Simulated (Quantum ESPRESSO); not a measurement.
# Tb under changes of volume

One of the cells (31.969 Å³/atom); the others are scaled copies at fixed shape and fractional positions:

```
Tb
1.0
     3.60100    0.00000    0.00000
    -1.80050    3.11856    0.00000
     0.00000    0.00000    5.69360
Tb
2
Direct
  0.66667 0.33333 0.75000
  0.33333 0.66667 0.25000
```

```yaml
Program: Quantum ESPRESSO 7.5
Functional: PBEsol
Potentials_or_basis: SSSP 1.3 efficiency PBE
Cutoff: 748 eV
Density_cutoff: 5987 eV
k_mesh: 9 × 9 × 5
Occupations: fermi-dirac, width 0.05 eV
Spin: collinear spin, ferromagnetic start
Starting_moments: "[6.0, 6.0] μB"
```

| volume (Å³/atom) | energy over the lowest point (meV/atom) | pressure (GPa) | moment (μB per cell) |
| --- | --- | --- | --- |
| 30.051 | 0.00 | -1.4 | 12.05 |
| 30.691 | 7.25 | -2.0 | 12.05 |
| 31.330 | 16.76 | -2.5 | 12.06 |
| 31.969 | 28.26 | -3.0 | 12.08 |
| 32.609 | 41.51 | -3.4 | 12.11 |
| 33.248 | 56.27 | -3.7 | 12.13 |
| 33.888 | ? | ? | ? |

What does the run at 33.888 Å³/atom give?

Energy over the lowest point 72.40 meV/atom; pressure -4.1 GPa; moment 12.16 μB per cell.

Worked out: A Birch-Murnaghan fit of order 3 (a polynomial in V^(-2/3)) to the other rows has no minimum within the range. It gives 72.38 meV/atom at 33.888 Å³/atom, against the run's 72.40, and -dE/dV = -4.2 GPa, against -4.1. A parabola through the other rows of the moment, of slope 0.062 μB per Å³/atom there, extrapolates to 12.17 μB, against the run's 12.16.

Energies are extrapolated to zero smearing.

Caveats: the potentials were made for another functional, which shifts forces and pressure; the magnetic or orbital state may not be the lowest.
